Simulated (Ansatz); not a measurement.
Here is an Ansatz 0.2.0 calculation.

File input:

```
crystal:
  lattice:
    - [3.5432, 0.0, 0.0]
    - [-1.7716, 3.0685012107, 0.0]
    - [0.0, 0.0, 5.0388]
  atoms:
    - { symbol: Pt, position: [0.0, 0.0, 0.0] }
    - { symbol: S, position: [0.6666666667, 0.3333333333, 0.773] }
    - { symbol: S, position: [0.3333333333, 0.6666666667, 0.227] }
hamiltonian:
  xc:
    exchange: pbe
    correlation: pbe
    exx: { coeff: 0.25, omega: 0.15 }
  pseudopotentials: { kind: paw }
kpoints:
  mp_grid: { grid: [5, 5, 3] }
scf:
  occupations: { method: fermi_dirac, width: 0.05 }
output:
  forces: true
  stress: true
  eigenvalues: true
```

Q: Predict the pressure.

A: 6.8 GPa.

Q: Estimate the largest force.

A: 0.885 eV/Å.

Forces in eV/Å, atoms in the order of the input:
```
Pt   0.000  0.000  0.000
S    0.000  0.000 -0.885
S    0.000  0.000  0.885
```

Caveat: odd divisions of the mesh miss points on the zone boundary, where band edges often lie, so the gap on the mesh can be too wide; spin-orbit coupling is left out, which moves the levels of the heavy elements; the PAW data sets come from PBE, with cores solved anew for the run's functional, which leaves a small shift of forces and pressure; the thresholds are loose for stress.
